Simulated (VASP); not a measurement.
MoH6, 7 atoms in the cell. Symmetry: F-43m, No. 216, cubic system. The conventional cell has a = 6.745 Å, b = 6.745 Å, c = 6.745 Å, α = 90.00°, β = 90.00°, γ = 90.00°. H (site symmetry 2mm) has 4 H at 1.14 Å as nearest neighbours. Mo (site symmetry -43m) is surrounded by 12 H at 2.54 Å. The cell was built by a generator and needn't be a form met in nature.

```yaml
Program: VASP 6.6.1
Task: relaxation of cell and atoms
Functional: PBE
Potentials_or_basis: VASP PAW PBE potentials, release 64 (H, Mo_sv)
Cutoff: 520 eV
k_mesh: 4 × 4 × 4
Occupations: gaussian, width 0.15 eV
Spin: no spin polarisation
Further_INCAR_settings: PREC = Normal; ALGO = Fast; EDIFF = 0.0001; IBRION = 2; EDIFFG = -0.08; NSW = 24; ISIF = 3
```

Potentials or basis: VASP PAW PBE potentials, release 64 (H, Mo_sv).

Command:

```sh
$ cat potpaw_PBE.64/H/POTCAR potpaw_PBE.64/Mo_sv/POTCAR > POTCAR
$ mpirun -np 1 vasp_std > vasp.out
```

Hardware: 1 thread of Intel(R) Xeon(R) Platinum 8488C (Sapphire Rapids) (shared host).

Question: How long does it take, and how much memory?

Answer: It took 54 s on 1 thread of Intel(R) Xeon(R) Platinum 8488C (Sapphire Rapids), with other jobs on the host, peak memory 0.17 GiB. Counts: scf iterations 103, k points 8, ion steps 12.
